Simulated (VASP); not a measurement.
# KZnF3 (Pm-3m) in VASP: a series of runs, part 2 of 2

VASP 6.6.1.

**4. Single point, PBE**

This run uses another cell than the first one, of 13.26 Å³/atom, 0.943 times its volume.

Contents of INCAR:

```
PREC = Accurate
ENCUT = 520
EDIFF = 1E-6
ISMEAR = 0
SIGMA = 0.1
LREAL = F
LASPH = T
NELM = 80
ALGO = Fast
ISIF = 2
LWAVE = F
LCHARG = F
GGA = PE
NBANDS = 29
```

Contents of KPOINTS:

```
Automatic mesh
0
Gamma
  4 4 4
```

Contents of POSCAR:

```
KZnF3
1.0
    4.0474166900      0.0000000000      0.0000000000
    0.0000000000      4.0474166900      0.0000000000
    0.0000000000      0.0000000000      4.0474166900
K Zn F
1 1 3
Direct
    0.0000000000      0.0000000000      0.0000000000
    0.5000000000      0.5000000000      0.5000000000
    0.0000000000      0.5000000000      0.5000000000
    0.5000000000      0.0000000000      0.5000000000
    0.5000000000      0.5000000000      0.0000000000
```

Potentials or basis: VASP PAW PBE potentials, release 64 (K_sv, Zn, F).

Started as:

```console
cat potpaw_PBE.64/K_sv/POTCAR potpaw_PBE.64/Zn/POTCAR potpaw_PBE.64/F/POTCAR > POTCAR
mpirun -np 1 vasp_std > vasp.out
```

OUTCAR:

```text
PREC = Accurate
   ENCUT = 520
   EDIFF = 1E-6
   ISMEAR = 0
   LREAL = F
   LASPH = T
   NELM = 80
   ISIF = 2
   GGA = PE

 ion  position               nearest neighbor table
   1  0.000  0.000  0.000-
   2  0.500  0.500  0.500-   3 2.02   4 2.02   5 2.02   5 2.02   4 2.02   3 2.02
   3  0.000  0.500  0.500-   2 2.02   2 2.02
   4  0.500  0.000  0.500-   2 2.02   2 2.02
   5  0.500  0.500  0.000-   2 2.02   2 2.02

  LATTYP: Found a simple cubic cell.
 ALAT       =     4.0474166900

  Lattice vectors:

 A1 = (   4.0474166900,   0.0000000000,   0.0000000000)
 A2 = (   0.0000000000,   4.0474166900,   0.0000000000)
 A3 = (   0.0000000000,   0.0000000000,   4.0474166900)

Analysis of symmetry for initial positions (statically):
=====================================================================
 Subroutine PRICEL returns:
 Original cell was already a primitive cell.

 Routine SETGRP: Setting up the symmetry group for a
 simple cubic supercell.

 Subroutine GETGRP returns: Found 48 space group operations
 (whereof 48 operations were pure point group operations)
 out of a pool of 48 trial point group operations.

The static configuration has the point symmetry O_h .

Analysis of symmetry for dynamics (positions and initial velocities):
=====================================================================
 Subroutine PRICEL returns:
 Original cell was already a primitive cell.

 Routine SETGRP: Setting up the symmetry group for a
 simple cubic supercell.

 Subroutine GETGRP returns: Found 48 space group operations
 (whereof 48 operations were pure point group operations)
 out of a pool of 48 trial point group operations.

The dynamic configuration has the point symmetry O_h .

 Subroutine INISYM returns: Found 48 space group operations
[... 105 lines left out ...]
   IALGO  =     68    algorithm
   IMIX   =      4    mixing-type and parameters
     AMIX     =   0.40;   BMIX     =  1.00
     AMIX_MAG =   1.60;   BMIX_MAG =  1.00
  volume/ion in A,a.u.               =      13.26        89.49
  Fermi-wavevector in a.u.,A,eV,Ry     =   1.405983  2.656922 26.895829  1.976788
  Thomas-Fermi vector in A             =   2.528389
   LORBIT       =      0    0 simple, 1 ext, 2 COOP (PROOUT), +10 PAW based schemes
   GGA     = PE    functional components
   LHFCALC =     F    Hartree Fock is set to
   AEXX    =    0.0000 exact exchange contribution
   IVDW    =     0    specifies the selected vdW correction
   LEPSILON=     F    determine dielectric tensor
   LRPA    =     F    only Hartree local field effects (RPA)
 non-spin polarized calculation
 RMM-DIIS sequential band-by-band and
 Gauss-broadening in eV      SIGMA  =   0.10
  energy-cutoff  :      520.00
  volume of cell :       66.30
 maximum number of plane-waves:      1803
   NGX = 15   NGY = 15   NGZ = 15

 number of electron      41.9999980 magnetization

 Free energy of the ion-electron system (eV)
  ---------------------------------------------------
  ext. energy  EPLUGINS =         0.00000000
  ---------------------------------------------------
  free energy    TOTEN  =       -20.26067056 eV

  energy without entropy =      -20.26067056  energy(sigma->0) =      -20.26067056

 E-fermi :  -0.2354     XC(G=0):  -9.8889

 val. band max:       -0.7361133979   @ k =   0.5000   0.5000   0.5000
 cond. band min:       3.0613594559   @ k =   0.0000   0.0000   0.0000
 fundamental gap:      3.7974728538
 Fermi energy:        -0.2353721186

 k-point     1 :       0.0000    0.0000    0.0000
  band No.  band energies     occupation
      1     -27.8401      2.00000
      2     -22.3649      2.00000
      3     -21.7353      2.00000
      4     -21.7353      2.00000
      5     -11.3265      2.00000
      6     -11.3265      2.00000
[... 309 lines left out ...]
     28      12.7445      0.00000
     29      12.7723      0.00000

------------------------ aborting loop because EDIFF is reached ----------------------------------------

  FORCE on cell =-STRESS in cart. coord.  units (eV):
  Direction    XX          YY          ZZ          XY          YZ          ZX
  --------------------------------------------------------------------------------------
  -------------------------------------------------------------------------------------
  Total        2.1006212      2.1006212      2.1006212     -0.0000000     -0.0000000     -0.0000000
  in kB       50.7603463     50.7603463     50.7603463     -0.0000000     -0.0000000     -0.0000000
  external PRESSURE =      50.7603463 kB  Pullay stress =       0.0000000 kB

 VOLUME and BASIS-vectors are now :
 -----------------------------------------------------------------------------
  energy-cutoff  :      520.00
  volume of cell :       66.30
      direct lattice vectors                 reciprocal lattice vectors
     4.047416690  0.000000000  0.000000000     0.247071176  0.000000000  0.000000000
     0.000000000  4.047416690  0.000000000     0.000000000  0.247071176  0.000000000
     0.000000000  0.000000000  4.047416690     0.000000000  0.000000000  0.247071176

 POSITION                                       TOTAL-FORCE (eV/Angst)
 -----------------------------------------------------------------------------------
      0.00000      0.00000      0.00000         0.000000      0.000000      0.000000
      2.02371      2.02371      2.02371         0.000000      0.000000      0.000000
      0.00000      2.02371      2.02371         0.000000      0.000000      0.000000
      2.02371      0.00000      2.02371         0.000000      0.000000      0.000000
      2.02371      2.02371      0.00000         0.000000      0.000000      0.000000
 -----------------------------------------------------------------------------------
    total drift:                                0.000000      0.000000     -0.000000

  FREE ENERGIE OF THE ION-ELECTRON SYSTEM (eV)
  ---------------------------------------------------
  free  energy   TOTEN  =       -20.2606705604 eV

  energy  without entropy=      -20.2606705604  energy(sigma->0) =      -20.26067056
```

stdout:

```text
POSCAR found type information on POSCAR K ZnF
 POSCAR found :  3 types and       5 ions
 scaLAPACK will be used
 LDA part: xc-table for (Slater+PW92), standard interpolation
 POSCAR, INCAR and KPOINTS ok, starting setup
 FFT: planning ... GRIDC
 FFT: planning ... GRID_SOFT
 FFT: planning ... GRID
 WAVECAR not read
 entering main loop
```

It took 21 s on 1 thread of Intel Xeon 6975P-C (Granite Rapids), shared host; peak memory 0.16 GiB.

Results:

```yaml
Free_energy: -20.2607 eV
Pressure: 5.1 GPa
Band_gap_on_the_k_mesh: 3.80 eV, indirect (least direct gap 5.66 eV)
```

Levels at points of the mesh, in eV from the valence-band top:
| k point | band 19 | band 20 | band 21 | band 22 | band 23 | band 24 |
| --- | --- | --- | --- | --- | --- | --- |
| (0.00, 0.00, 0.00) | -1.87 | -1.87 | -1.87 | 3.80 | 8.69 | 8.69 |
| (0.50, 0.00, 0.00) | -1.71 | -1.71 | -1.58 | 6.57 | 8.30 | 9.64 |
| (0.50, 0.50, 0.00) | -1.80 | -1.52 | 0.00 | 8.05 | 10.12 | 10.16 |
| (0.50, 0.50, 0.50) | -1.50 | 0.00 | 0.00 | 8.42 | 8.42 | 8.42 |

A k mesh can miss the band edges.

**5. Summary**

```tsv
task	cell	k mesh	cutoff (eV)	smearing	gap on the mesh (eV)	pressure (GPa)
single point	Pm-3m, 14.06 Å³/atom	6 × 6 × 6	520	gaussian 0.02 eV	3.65	0.3
relaxation of cell and atoms	relaxed	6 × 6 × 6	600	gaussian 0.02 eV	3.65	0.0
single point	Pm-3m, 13.26 Å³/atom	4 × 4 × 4	520	gaussian 0.1 eV	3.80	5.1
```

Alike in all rows: level PBE; potentials or basis VASP PAW PBE potentials, release 64 (K_sv, Zn, F); no spin polarisation.

Caveats: the relaxation stopped at its first step, so nothing moved (some runs).

Total energies depend on the potentials used, so only differences within one code and one set of settings carry meaning.
